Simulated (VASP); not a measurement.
# Tl (P6_3/mmc) in VASP: notebook

The runs below take Tl through single point, with PBEsol.

All numbers are computed with VASP 6.6.1; they aren't measurements. Logs are shortened: lines on timing, memory, paths and dates and some standing lists are left out, and cuts for length are marked.

## Step 1: Starting point

Symmetry: P6_3/mmc, No. 194, hexagonal system. The conventional cell has a = 3.456 Å, b = 3.456 Å, c = 5.525 Å, α = 90.00°, β = 90.00°, γ = 120.00°. Tl (site symmetry -6m2) is surrounded by 12 Tl at 3.41 to 3.46 Å.

## Step 2: Single point, PBEsol

INCAR reads:

```
PREC = Accurate ; ENCUT = 550
EDIFF = 1E-6 ; ISMEAR = 1
SIGMA = 0.1 ; LREAL = False
LASPH = True ; NELM = 100
ALGO = Normal ; ISIF = 2
LWAVE = False ; LCHARG = False
GGA = PS ; NBANDS = 20
ADDGRID = False
```

KPOINTS reads:

```
regular mesh
0
Gamma
  2 2 1
```

POSCAR reads:

```
Tl
1.0
    3.4560000000      0.0000000000      0.0000000000
   -1.7280000000      2.9929837955      0.0000000000
    0.0000000000      0.0000000000      5.5250000000
Tl
2
Direct
    0.6666666667      0.3333333333      0.7500000000
    0.3333333333      0.6666666667      0.2500000000
```

Potentials or basis: VASP PAW PBE potentials, release 64 (Tl_d).

Started as:

```
$ cat potpaw_PBE.64/Tl_d/POTCAR > POTCAR
$ mpirun -np 1 vasp_std > vasp.out
```

OUTCAR:

```text
PREC = Accurate
   ENCUT = 550
   EDIFF = 1E-6
   ISMEAR = 1
   LREAL = False
   LASPH = True
   NELM = 100
   ISIF = 2
   GGA = PS

 Found      2 irreducible k-points:

 Following reciprocal coordinates:
            Coordinates               Weight
  0.000000  0.000000  0.000000      1.000000
  0.500000  0.000000  0.000000      3.000000
   k-points           NKPTS =      2   k-points in BZ     NKDIM =      2   number of bands    NBANDS=     20
   number of dos      NEDOS =    301   number of ions     NIONS =      2
   total plane-waves  NPLWV =  32928
   dimension x,y,z NGX =    28 NGY =   28 NGZ =   42
   dimension x,y,z NGXF=    56 NGYF=   56 NGZF=   84
   ions per type =               2
   NGX,Y,Z   is equivalent  to a cutoff of  13.47, 13.47, 12.64 a.u.
   NGXF,Y,Z  is equivalent  to a cutoff of  26.94, 26.94, 25.28 a.u.
 SYSTEM =  unknown system
   PREC   = accura    normal or accurate (medium, high low for compatibility)
   ISTART =      0    job   : 0-new  1-cont  2-samecut
   ICHARG =      2    charge: 1-file 2-atom 10-const
   ISPIN  =      1    spin polarized calculation?
   LNONCOLLINEAR =      F non collinear calculations
   LSORBIT =      F    spin-orbit coupling
   LASPH  =      T    aspherical Exc in radial PAW
   ENCUT  =  550.0 eV  40.42 Ry    6.36 a.u.   6.61  6.61 10.57*2*pi/ulx,y,z
   NELM   =    100;   NELMIN=  2; NELMDL= -5     # of ELM steps
   EDIFF  = 0.1E-05   stopping-criterion for ELM
   LREAL  =      F    real-space projection
   EDIFFG = 0.1E-04   stopping-criterion for IOM
   NSW    =      0    number of steps for IOM
   IBRION =     -1    ionic relax: 0-MD 1-quasi-New 2-CG
   NFREE  =      0    steps in history (QN), initial steepest desc. (CG)
   ISIF   =      2    stress and relaxation
   ISYM   =      2    0-nonsym 1-usesym 2-fastsym
   POTIM  = 0.5000    time-step for ionic-motion
   TEBEG  =    0.0;   TEEND  =   0.0 temperature during run
   PSTRESS=    0.0 pullay stress
   NELECT =      26.0000    total number of electrons
   NUPDOWN=      -1.0000    fix difference up-down
   EMIN   =  10.00;   EMAX   =-10.00  energy-range for DOS
   EFERMI =   0.00;   METHOD = LEGACY
   ISMEAR =     1;   SIGMA  =   0.10  broadening in eV -4-tet -1-fermi 0-gaus
   EFERMI_NEDOS =   21; number of points for ismear=-14 and -15
   IALGO  =     38    algorithm
   IMIX   =      4    mixing-type and parameters
     AMIX     =   0.40;   BMIX     =  1.00
     AMIX_MAG =   1.60;   BMIX_MAG =  1.00
  volume/ion in A,a.u.               =      28.57       192.83
  Fermi-wavevector in a.u.,A,eV,Ry     =   1.259107  2.379366 21.569987  1.585349
  Thomas-Fermi vector in A             =   2.392683
   LORBIT       =      0    0 simple, 1 ext, 2 COOP (PROOUT), +10 PAW based schemes
   GGA     = PS    functional components
   LHFCALC =     F    Hartree Fock is set to
   AEXX    =    0.0000 exact exchange contribution
   IVDW    =     0    specifies the selected vdW correction
   LEPSILON=     F    determine dielectric tensor
   LRPA    =     F    only Hartree local field effects (RPA)
 non-spin polarized calculation
 Methfessel and Paxton  Order N= 1 SIGMA  =   0.10
  energy-cutoff  :      550.00
  volume of cell :       57.15
 maximum number of plane-waves:      1713
 NGX is ok and might be reduce to    28
   NGX = 13   NGY = 13   NGZ = 21

 number of electron      26.0000004 magnetization

 Free energy of the ion-electron system (eV)
  ---------------------------------------------------
  ext. energy  EPLUGINS =         0.00000000
  ---------------------------------------------------
  free energy    TOTEN  =        -4.93690361 eV

  energy without entropy =       -4.94125204  energy(sigma->0) =       -4.93835309

 E-fermi :   5.8509     XC(G=0): -10.3220

 val. band max:        5.7666901734   @ k =   0.5000   0.0000   0.0000
 cond. band min:       6.9928825885   @ k =   0.5000   0.0000   0.0000
 fundamental gap:      1.2261924151
 Fermi energy:         5.8508783950

 k-point     1 :       0.0000    0.0000    0.0000
  band No.  band energies     occupation
      1      -5.2051      2.00000
      2      -4.9908      2.00000
      3      -4.8509      2.00000
      4      -4.8509      2.00000
      5      -4.8326      2.00000
      6      -4.8326      2.00000
[... 12 lines left out ...]
     19      17.2626      0.00000
     20      17.3302      0.00000

 k-point     2 :       0.5000    0.0000    0.0000
  band No.  band energies     occupation
      1      -5.2654      2.00000
      2      -5.1785      2.00000
      3      -5.0091      2.00000
      4      -5.0076      2.00000
      5      -4.7839      2.00000
      6      -4.7783      2.00000
[... 12 lines left out ...]
     19      14.7286      0.00000
     20      16.1414      0.00000

------------------------ aborting loop because EDIFF is reached ----------------------------------------

  FORCE on cell =-STRESS in cart. coord.  units (eV):
  Direction    XX          YY          ZZ          XY          YZ          ZX
  --------------------------------------------------------------------------------------
  -------------------------------------------------------------------------------------
  Total        0.9568125      0.9568125      7.2746962      0.0000000      0.0000000      0.0000000
  in kB       26.8242169     26.8242169    203.9459395      0.0000000      0.0000000      0.0000000
  external PRESSURE =      85.8647911 kB  Pullay stress =       0.0000000 kB

 VOLUME and BASIS-vectors are now :
 -----------------------------------------------------------------------------
  energy-cutoff  :      550.00
  volume of cell :       57.15
      direct lattice vectors                 reciprocal lattice vectors
     3.456000000  0.000000000  0.000000000     0.289351852  0.167057370  0.000000000
    -1.728000000  2.992983795  0.000000000     0.000000000  0.334114739  0.000000000
     0.000000000  0.000000000  5.525000000     0.000000000  0.000000000  0.180995475

 POSITION                                       TOTAL-FORCE (eV/Angst)
 -----------------------------------------------------------------------------------
      1.72800      0.99766      4.14375         0.000000     -0.000000      0.000000
     -0.00000      1.99532      1.38125        -0.000000      0.000000      0.000000
 -----------------------------------------------------------------------------------
    total drift:                               -0.000000      0.000000     -0.000000

  FREE ENERGIE OF THE ION-ELECTRON SYSTEM (eV)
  ---------------------------------------------------
  free  energy   TOTEN  =        -4.9369036142 eV

  energy  without entropy=       -4.9412520432  energy(sigma->0) =       -4.93835309
```

stdout:

```text
POSCAR found type information on POSCAR Tl
 POSCAR found :  1 types and       2 ions
 scaLAPACK will be used
 -----------------------------------------------------------------------------
|                                                                             |
|                                                                             |
|     You enforced a specific xc type in the INCAR file but a different       |
|     I HOPE YOU KNOW WHAT YOU ARE DOING!                                     |
|                                                                             |
 -----------------------------------------------------------------------------

 LDA part: xc-table for (Slater+PW92), standard interpolation
 POSCAR, INCAR and KPOINTS ok, starting setup
 FFT: planning ... GRIDC
 FFT: planning ... GRID_SOFT
 FFT: planning ... GRID
 WAVECAR not read
 entering main loop
```

Wall time 3.2 s (1 thread of AMD EPYC 9R45 (Zen 5), shared host); peak memory 0.13 GiB.

These settings aren't checked as converged: the numbers below hold their error.

What came out:

```
Free energy : -4.9369 eV
Pressure    : 8.6 GPa
```

Caveat: the k mesh is coarse (spacing up to 1.14 Å⁻¹), so the values aren't converged; the mesh shows a gap though the element is a metal; the PAW data sets were made with another functional, which shifts forces and pressure a little.

## Step 3: Single point, PBEsol

Edit INCAR of step 2 so:

```diff
@@ -1,2 +1,2 @@
-PREC = Accurate ; ENCUT = 550
+PREC = Accurate ; ENCUT = 700
 EDIFF = 1E-6 ; ISMEAR = 1
```

KPOINTS is that of step 2.

POSCAR is that of step 2.

Potentials or basis: VASP PAW PBE potentials, release 64 (Tl_d).

Started as:

```
$ cat potpaw_PBE.64/Tl_d/POTCAR > POTCAR
$ mpirun -np 1 vasp_std > vasp.out
```

Run time: 3.8 s. Hardware: 1 thread of AMD EPYC 9R45 (Zen 5), shared host; peak memory 0.16 GiB.

The run converged, but some of its settings lie outside the range that counts as converged, so its numbers aren't taken as properties of the crystal.

What came out:

```yaml
Free_energy: -4.9373 eV
Pressure: 8.7 GPa
```

Caveat: the k mesh is coarse (spacing up to 1.14 Å⁻¹), so the values aren't converged; the mesh shows a gap though the element is a metal; the PAW data sets were made with another functional, which shifts forces and pressure a little.

## Step 4: For comparison

An earlier run on the cell as given: functional PBE; potentials or basis VASP PAW PBE potentials, release 64 (Tl_d); cutoff 520 eV; k mesh 9 × 9 × 5; occupations fermi-dirac, width 0.05 eV; no spin polarisation.

* Pressure: 3.4 GPa
* Band gap on the k mesh: none (metal or under the smearing width)
